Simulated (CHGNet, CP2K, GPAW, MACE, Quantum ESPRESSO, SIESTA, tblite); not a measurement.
**A faulty CP2K run on rock-salt TiC, an end member of the NbC–TiC series (64 atoms)**

Program: CP2K 2026.2, a calculation on a cell of 32 Ti and 32 C, 10.1 Å³ an atom.

input.inp

```
&GLOBAL
  PROJECT cell
  RUN_TYPE ENERGY_FORCE
  PRINT_LEVEL LOW
&END GLOBAL
&FORCE_EVAL
  METHOD QS
  STRESS_TENSOR ANALYTICAL
  &DFT
    BASIS_SET_FILE_NAME BASIS_MOLOPT
    POTENTIAL_FILE_NAME GTH_POTENTIALS
    &MGRID
      CUTOFF 800
      REL_CUTOFF 50
      NGRIDS 5
    &END MGRID
    &QS
      EPS_DEFAULT 1.0E-12
    &END QS
    &SCF
      SCF_GUESS ATOMIC
      EPS_SFC 1.0E-06
      MAX_SCF 60
      ADDED_MOS 41
      &DIAGONALIZATION
        ALGORITHM STANDARD
      &END DIAGONALIZATION
      &SMEAR ON
        METHOD FERMI_DIRAC
        ELECTRONIC_TEMPERATURE [K] 580
      &END SMEAR
      &MIXING
        METHOD BROYDEN_MIXING
        ALPHA 0.15
        NBROYDEN 8
      &END MIXING
      &PRINT
        &RESTART OFF
        &END RESTART
      &END PRINT
    &END SCF
    &XC
      &XC_FUNCTIONAL PBE
      &END XC_FUNCTIONAL
    &END XC
    &PRINT
      &MULLIKEN ON
      &END MULLIKEN
      &HIRSHFELD ON
        SHAPE_FUNCTION DENSITY
      &END HIRSHFELD
      &MO ON
        EIGENVALUES T
        OCCUPATION_NUMBERS T
        MO_INDEX_RANGE 245 268
        &EACH
          QS_SCF 0
        &END EACH
        ADD_LAST NUMERIC
      &END MO
    &END PRINT
  &END DFT
  &SUBSYS
    &CELL
      A 8.65600 0.00000 0.00000
      B 0.00000 8.65600 0.00000
      C 0.00000 0.00000 8.65600
    &END CELL
    &COORD
      SCALED
      Ti 0.99750 0.99815 0.00442
      C 0.25170 0.00065 0.99515
      Ti 0.99139 0.25856 0.25162
      C 0.26093 0.24834 0.25310
      Ti 0.24790 0.00600 0.25246
      C 0.00115 0.00246 0.24310
      Ti 0.24623 0.24915 0.00437
      C 0.99969 0.25085 0.00075
      Ti 0.00076 0.99475 0.49453
      C 0.25810 0.00214 0.50250
[... 50 atom lines left out ...]
      Ti 0.74612 0.50004 0.75431
      C 0.49830 0.50370 0.75105
      Ti 0.75081 0.75411 0.49968
      C 0.49954 0.75063 0.50567
    &END COORD
    &KIND Ti
      BASIS_SET DZVP-MOLOPT-SR-GTH-q12
      POTENTIAL GTH-PBE-q12
    &END KIND
    &KIND C
      BASIS_SET DZVP-MOLOPT-SR-GTH-q4
      POTENTIAL GTH-PBE-q4
    &END KIND
  &END SUBSYS
  &PRINT
    &FORCES ON
    &END FORCES
    &STRESS_TENSOR ON
    &END STRESS_TENSOR
  &END PRINT
&END FORCE_EVAL
```

Command:

```
$ OMP_NUM_THREADS=1 mpirun -np 4 cp2k.psmp -i input.inp > output.txt
```

The log of the run:

```text
Possible matches for unknown keyword
 EPS_SFC
   keyword EPS_SCF in section %__ROOT__%FORCE_EVAL%DFT%SCF score:  108
   keyword EPS_SCF in section %__ROOT__%FORCE_EVAL%DFT%XAS%SCF score:  108
   keyword EPS_LUMO in section %__ROOT__%FORCE_EVAL%DFT%SCF score:  106
   keyword EPS_DIIS in section %__ROOT__%FORCE_EVAL%DFT%SCF score:  106
   keyword EPS_LUMO in section %__ROOT__%FORCE_EVAL%DFT%XAS%SCF score:  106
 *   ___                                                                       *
 *  /   \                                                                      *
 * [ABORT]                                                                     *
 *  \___/             found an unknown keyword EPS_SFC in section SCF          *
 *    |                                                                        *
 *  O/|                                                                        *
 * /| |                                                                        *
```

Elapsed: 0.81 s, on 4 MPI ranks of Arm Neoverse V1, shared host; peak memory 0.57 GiB.

Banners, paths, timers and routine set-up lines are dropped from the logs unmarked, and long logs keep their key lines alone; longer cuts are marked.

Q: Find the fault and mend it.

A misspelt keyword: EPS_SCF written as EPS_SFC. Mend: write EPS_SCF in place of EPS_SFC.

The program stopped at the start.

[Also dropped from logs without a mark: logging warnings of Python, and SIESTA's first energy breakdown and zero terms.]

[Logs are printed without paths, hosts, clocks, repeated set-up lines and the standing remarks that a program may print on its own settings, such as how far it seeks lower states.]

[Hosts, paths, dates, database ids (printed as entryN), source tags and the programs' standing remarks are cut or masked in the printed files.]
